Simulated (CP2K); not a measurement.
AgCl (Chlorargyrite) under changes of volume

One of the cells (20.458 Å³/atom); the others are scaled copies at fixed shape and fractional positions:

```
Ag Cl
1.0
     3.86787    0.00000    0.00000
     1.93394    3.34968    0.00000
     1.93394    1.11656    3.15811
Ag Cl
1 1
Direct
  0.00000 0.00000 0.00000
  0.50000 0.50000 0.50000
```

```yaml
Program: CP2K 2026.2
Functional: LDA
Potentials_or_basis: GTH_POTENTIALS Ag GTH-PADE-q11, Cl GTH-PADE-q7; TZVP-MOLOPT-PBE-GTH basis
Density_cutoff: 6123 eV
k_mesh: 8 × 8 × 8
Occupations: fermi-dirac, width 0.0259 eV
Spin: no spin polarisation
```

```csv
volume (Å³/atom),energy over the lowest point (meV/atom),pressure (GPa)
19.231,0.00,0.0
19.640,1.81,-1.4
20.049,6.97,-2.6
20.458,15.07,-3.7
20.868,25.76,-4.6
21.277,38.72,-5.5
21.686,?,?
```

Task: What does the run at 21.686 Å³/atom give?

Result: Energy over the lowest point 53.64 meV/atom; pressure -6.2 GPa.

Worked out: A Birch-Murnaghan fit of order 3 (a polynomial in V^(-2/3)) to the other rows has its minimum at 19.23 Å³/atom with B0 = V·E''(V) = 70 GPa and B' = 5.0. It gives 53.66 meV/atom at 21.686 Å³/atom, against the run's 53.64, and -dE/dV = -6.2 GPa, against -6.2.

Energies are extrapolated to zero smearing.

Caveats: the basis of atomic orbitals isn't converged, which shifts pressures, moduli and gaps.
